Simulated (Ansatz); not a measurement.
# VO2: the cost of one run

Method: DFT, PBE, plane-wave PAW, default files, scalar-relativistic, as far as a step names no other, in Ansatz 0.2.0.

1 further run of the same task is left out (it didn't finish).

### 1 The structure to begin with

Symmetry: P4_2/mnm, No. 136, tetragonal system. The conventional cell has a = 4.555 Å, b = 4.555 Å, c = 2.853 Å, α = 90.00°, β = 90.00°, γ = 90.00°. V (site symmetry mmm) has 6 O at 1.92 to 1.93 Å as nearest neighbours. Around O (site symmetry m2m) lie 3 V at 1.92 to 1.93 Å.

As a file:

```cif
data_structure
_symmetry_space_group_name_H-M 'P 1'
_symmetry_Int_Tables_number 1
_cell_length_a 4.5546
_cell_length_b 4.5546
_cell_length_c 2.8528
_cell_angle_alpha 90.000
_cell_angle_beta 90.000
_cell_angle_gamma 90.000
_cell_volume 59.18
loop_
_atom_site_label
_atom_site_type_symbol
_atom_site_fract_x
_atom_site_fract_y
_atom_site_fract_z
_atom_site_occupancy
V1 V 0.00000 0.00000 0.00000 1
V2 V 0.50000 0.50000 0.50000 1
O1 O 0.30010 0.30010 0.00000 1
O2 O 0.19990 0.80010 0.50000 1
O3 O 0.69990 0.69990 0.00000 1
O4 O 0.80010 0.19990 0.50000 1
```

The earlier run gave: no gap over 0.1 eV on the mesh, largest force 0.041 eV/Å, pressure 1.6 GPa, net moment 2.00 μB.

Site by site (atoms counted from 1):

```tsv
site	atoms	first shell	V_zz (10²¹ V/m²)	η	C_Q (MHz)	m (μB)	B_c (T)
V	1, 2	6 O at 1.92–1.93 Å	-0.77	0.13	0.963 (⁵¹V)	0.83	-4.4
O	3, 4, 5, 6	3 V at 1.92–1.93 Å	-2.94	0.87	1.82 (¹⁷O)	-0.05	-0.9
```

V_zz is the principal component of the electric field gradient with the largest magnitude, η = (V_xx − V_yy)/V_zz and C_Q = eQV_zz/h. Q values from Pyykkö, Mol. Phys. 116, 1328 (2018).

B_c = (2μ₀/3) μB (ρ↑ − ρ↓) at the nucleus, 7.77 T per e/Å³, positive along the run's up direction; orbital and dipolar fields are not in it. One atom of each site is listed; partners with reversed moments have reversed fields.

### 2 Z stretched by +2 %, ions relaxed

Contents of input.yaml:

```yaml
crystal:
  lattice:
    - [4.5546, 0.0, 0.0]
    - [0.0, 4.5546, 0.0]
    - [0.0, 0.0, 2.909856]
  atoms:
    - { symbol: V, position: [0.0, 0.0, 0.0], spin: 1.0 }
    - { symbol: V, position: [0.5, 0.5, 0.5], spin: 1.0 }
    - { symbol: O, position: [0.3001, 0.3001, 0.0] }
    - { symbol: O, position: [0.1999, 0.8001, 0.5] }
    - { symbol: O, position: [0.6999, 0.6999, 0.0] }
    - { symbol: O, position: [0.8001, 0.1999, 0.5] }
magnetization:
  spin_polarized: true
kpoints:
  mp_grid: { grid: [10, 10, 16] }
scf:
  occupations: { method: fermi_dirac, width: 0.05 }
hamiltonian:
  xc: pbe
  pseudopotentials: { kind: paw }
output:
  forces: true
  stress: true
  populations: true
  efg:
    quadrupole_moments_barn: { V: -0.052, O: -0.02558 }
    contact_densities: true
relax:
  f_tol: 0.02
  max_steps: 60
```

Run with:

```sh
$ ansatz run input.yaml --threads 1 --pin off --max-ram 3072MiB --backend cpu --events-out ev --progress --plain --runs-dir out
```

**Question.** How long does this run take on 1 thread of Intel Xeon 6975P-C (Granite Rapids), shared host, and how much memory does it need?

About 72 s, with a peak of 0.93 GiB.
